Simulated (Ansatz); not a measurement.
The system is Pd.

```xyz
1
Lattice="0.0000 1.9465 1.9465 1.9465 0.0000 1.9465 1.9465 1.9465 0.0000" Properties=species:S:1:pos:R:3 pbc="T T T"
Pd    0.0000    0.0000    0.0000
```

- Program: Ansatz 0.2.0
- Task: relaxation of cell and atoms
- Functional: RPBE
- Potentials or basis: all-electron LAPW, scalar-relativistic
- Basis error allowed: 0.001 eV/atom
- k mesh: 12 × 12 × 12
- Occupations: fermi-dirac, width 0.05 eV
- Spin: no spin polarisation

At the start: volume 14.75 Å³/atom.

Problem. How do energy, volume and symmetry change on relaxing?

Solution. Over 6 steps the energy falls by 33.4 meV/atom and the volume is 15.74 Å³/atom (+6.7 %); space group Fm-3m (No. 225, to 0.05 Å).

The path:
```tsv
step	energy change (eV)	largest force (eV/Å)	volume (Å³)
1	0.0000	0.0000	14.75
2	-0.0240	0.0000	16.33
3	-0.0332	0.0000	15.82
4	-0.0334	0.0000	15.73
5	-0.0334	0.0000	15.74
6	-0.0334	0.0000	15.74
```

Final structure:
```
Pd
1.0
     0.00000    1.98913    1.98913
     1.98913    0.00000    1.98913
     1.98913    1.98913    0.00000
Pd
1
Direct
  0.00000 0.00000 0.00000
```
